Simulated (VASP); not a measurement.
Output of a VASP run:

### OUTCAR
```
 ion  position               nearest neighbor table
   1  0.000  0.000  0.000-   3 2.70   3 2.70   3 2.70   2 2.70   2 2.70   2 2.70   3 2.70   2 2.70
  LATTYP: Found a face centered cubic cell.
 ALAT       =     6.2273127646
 Subroutine PRICEL returns:
 Original cell was already a primitive cell.
 Subroutine GETGRP returns: Found 48 space group operations
The static configuration has the point symmetry O_h .
The dynamic configuration has the point symmetry O_h .
 Subroutine INISYM returns: Found 48 space group operations
 Subroutine IBZKPT returns following result:
 Found     16 irreducible k-points:

 Following reciprocal coordinates:
            Coordinates               Weight
  0.000000  0.000000  0.000000      1.000000
  0.166667  0.000000  0.000000      8.000000
  0.333333  0.000000  0.000000      8.000000
  0.500000  0.000000  0.000000      4.000000
  0.166667  0.166667  0.000000      6.000000
  0.333333  0.166667  0.000000     24.000000
  0.500000  0.166667  0.000000     24.000000
 -0.333333  0.166667  0.000000     24.000000
 -0.166667  0.166667  0.000000     12.000000
  0.333333  0.333333  0.000000      6.000000
  0.500000  0.333333  0.000000     24.000000
 -0.333333  0.333333  0.000000     12.000000
  0.500000  0.500000  0.000000      3.000000
  0.500000  0.333333  0.166667     24.000000
 -0.333333  0.333333  0.166667     24.000000
 -0.333333  0.500000  0.166667     12.000000
   k-points           NKPTS =     16   k-points in BZ     NKDIM =     16   number of bands    NBANDS=     16
   number of dos      NEDOS =    301   number of ions     NIONS =      3
   total plane-waves  NPLWV =  46656
   dimension x,y,z NGX =    36 NGY =   36 NGZ =   36
   dimension x,y,z NGXF=    72 NGYF=   72 NGZF=   72
   ions per type =               1   2
   PREC   = accura    normal or accurate (medium, high low for compatibility)
   ISTART =      0    job   : 0-new  1-cont  2-samecut
   ICHARG =      2    charge: 1-file 2-atom 10-const
   ISPIN  =      1    spin polarized calculation?
   LNONCOLLINEAR =      F non collinear calculations
   LSORBIT =      F    spin-orbit coupling
   INIWAV =      1    electr: 0-lowe 1-rand  2-diag
   ENCUT  =  530.0 eV  38.95 Ry    6.24 a.u.   8.27  8.27  8.27*2*pi/ulx,y,z
   NELM   =    100;   NELMIN=  2; NELMDL= -5     # of ELM steps
   EDIFF  = 0.1E-05   stopping-criterion for ELM
   LREAL  =      F    real-space projection
   NLSPLINE    = F    spline interpolate recip. space projectors
   LMAXMIX     =    4 max onsite mixed and CHGCAR
   VOSKOWN=      0    Vosko Wilk Nusair interpolation
   EDIFFG = -.2E-01   stopping-criterion for IOM
   NSW    =     60    number of steps for IOM
   NBLOCK =      1;   KBLOCK =     60    inner block; outer block
   IBRION =      2    ionic relax: 0-MD 1-quasi-New 2-CG
   NFREE  =      1    steps in history (QN), initial steepest desc. (CG)
   ISIF   =      3    stress and relaxation
   ISYM   =      2    0-nonsym 1-usesym 2-fastsym
   TEIN   =    0.0    initial temperature
   TEBEG  =    0.0;   TEEND  =   0.0 temperature during run
   SMASS  =  -3.00    Nose mass-parameter (am)
   PSTRESS=    0.0 pullay stress
   NELECT =      24.0000    total number of electrons
   EFERMI =   0.00;   METHOD = LEGACY
   ISMEAR =     0;   SIGMA  =   0.05  broadening in eV -4-tet -1-fermi 0-gaus
   IALGO  =     38    algorithm
   LDIAG  =      T    sub-space diagonalisation (order eigenvalues)
   IMIX   =      4    mixing-type and parameters
     AMIX     =   0.40;   BMIX     =  1.00
     AMIX_MAG =   1.60;   BMIX_MAG =  1.00
     AMIN     =   0.10
   METAGGA = R2SCAN    functional components
   VOSKOWN =     0    Vosko Wilk Nusair interpolation
   LHFCALC =     F    Hartree Fock is set to
   LHFONE  =     F    Hartree Fock one center treatment
   AEXX    =    0.0000 exact exchange contribution
   IVDW    =     0    specifies the selected vdW correction
   LEPSILON=     F    determine dielectric tensor
   LRPA    =     F    only Hartree local field effects (RPA)
  energy-cutoff  :      530.00
...
```

File OSZICAR:
```
       N       E                     dE             d eps       ncg     rms          rms(c)
DAV:   1     0.139068325545E+03    0.13907E+03   -0.13874E+04   512   0.146E+03
DAV:   2    -0.470809827110E+02   -0.18615E+03   -0.18013E+03   664   0.307E+02
DAV:   3    -0.541419556829E+02   -0.70610E+01   -0.70534E+01   744   0.705E+01
DAV:   4    -0.542086766081E+02   -0.66721E-01   -0.66714E-01   624   0.646E+00
DAV:   5    -0.542106088456E+02   -0.19322E-02   -0.19322E-02   752   0.722E-01    0.787E+00
DAV:   6    -0.460886686098E+02    0.81219E+01   -0.42411E+00   696   0.179E+01    0.349E+00
DAV:   7    -0.445807852126E+02    0.15079E+01   -0.16674E+00   528   0.139E+01    0.214E+00
DAV:   8    -0.483084767870E+02   -0.37277E+01   -0.11325E+00   528   0.126E+01    0.855E-01
DAV:   9    -0.446466225638E+02    0.36619E+01   -0.55670E-01   512   0.667E+00    0.968E-01
DAV:  10    -0.450280380772E+02   -0.38142E+00   -0.35947E-01   512   0.559E+00    0.287E-01
DAV:  11    -0.449259565060E+02    0.10208E+00   -0.43485E-02   512   0.206E+00    0.237E-01
DAV:  12    -0.450609495927E+02   -0.13499E+00   -0.72016E-02   512   0.284E+00    0.130E-01
DAV:  13    -0.450631622581E+02   -0.22127E-02   -0.16825E-03   632   0.470E-01    0.671E-02
DAV:  14    -0.450639087678E+02   -0.74651E-03   -0.11204E-03   616   0.294E-01    0.335E-02
DAV:  15    -0.450640188842E+02   -0.11012E-03   -0.19813E-04   544   0.167E-01    0.112E-02
DAV:  16    -0.450639425990E+02    0.76285E-04   -0.26573E-05   536   0.760E-02    0.551E-03
DAV:  17    -0.450642308708E+02   -0.28827E-03   -0.86618E-05   512   0.106E-01    0.841E-03
DAV:  18    -0.450642333402E+02   -0.24694E-05   -0.22353E-06   592   0.176E-02    0.577E-03
DAV:  19    -0.450642324659E+02    0.87436E-06   -0.15275E-06   408   0.138E-02
   1 F= -.45064232E+02 E0= -.45064232E+02  d E =-.450642E+02
```

### OUTCAR
```
------------------------ aborting loop because EDIFF is reached ----------------------------------------
  FORCE on cell =-STRESS in cart. coord.  units (eV):
  Direction    XX          YY          ZZ          XY          YZ          ZX
  --------------------------------------------------------------------------------------
  Total        0.0261743      0.0261743      0.0261743     -0.0000000      0.0000000      0.0000000
  in kB        0.6946151      0.6946151      0.6946151     -0.0000000      0.0000000      0.0000000
  external PRESSURE =       0.6946151 kB  Pullay stress =       0.0000000 kB
  volume of cell :       60.37
      direct lattice vectors                 reciprocal lattice vectors
     0.000000000  3.113656382  3.113656382    -0.160582909  0.160582909  0.160582909
     3.113656382  0.000000000  3.113656382     0.160582909 -0.160582909  0.160582909
     3.113656382  3.113656382  0.000000000     0.160582909  0.160582909 -0.160582909
 POSITION                                       TOTAL-FORCE (eV/Angst)
 -----------------------------------------------------------------------------------
      0.00000      0.00000      0.00000        -0.000000     -0.000000     -0.000000
      1.55683      1.55683      1.55683         0.000000      0.000000     -0.000000
      4.67048      4.67048      4.67048        -0.000000      0.000000      0.000000
 -----------------------------------------------------------------------------------
    total drift:                                0.000000      0.000000      0.000000
  FREE ENERGIE OF THE ION-ELECTRON SYSTEM (eV)
  ---------------------------------------------------
  free  energy   TOTEN  =       -45.0642324659 eV

  energy  without entropy=      -45.0642324659  energy(sigma->0) =      -45.06423247

 reached required accuracy - stopping structural energy minimisation
```
(Selected blocks of OUTCAR.)

POSCAR:
```
BaF2
1
   -0.0000000000     3.1136563823     3.1136563823
    3.1136563823    -0.0000000000     3.1136563823
    3.1136563823     3.1136563823     0.0000000000
Ba F
1 2
Direct
  0.0000000000   0.0000000000   0.0000000000
  0.2500000000   0.2500000000   0.2500000000
  0.7500000000   0.7500000000   0.7500000000
```

Question: Write an INCAR and KPOINTS that could have produced this output.

Answer: One answer among several that fit: the input of the run itself, r2SCAN meta-GGA, plane waves, VASP's PBE PAW potentials (set 64).

INCAR:
```
ALGO = Normal
EDIFF = 1E-6
EDIFFG = -0.02
ENCUT = 530
IBRION = 2
ISIF = 3
ISMEAR = 0
LASPH = .True.
LCHARG = .False.
LMAXMIX = 4
LMIXTAU = .True.
LREAL = .False.
LWAVE = .False.
METAGGA = R2SCAN
NELM = 100
NSW = 60
PREC = Accurate
SIGMA = 0.05
SYSTEM = BaF2
```

**KPOINTS**
```
Automatic mesh
0
Gamma
6 6 6
0 0 0
```

POTCAR, in this order: Ba_sv F (PBE.64 set). Program: vasp_std.

The compound is BaF2 in the fluorite structure. It was relaxed first. The start is the result of an earlier pass.
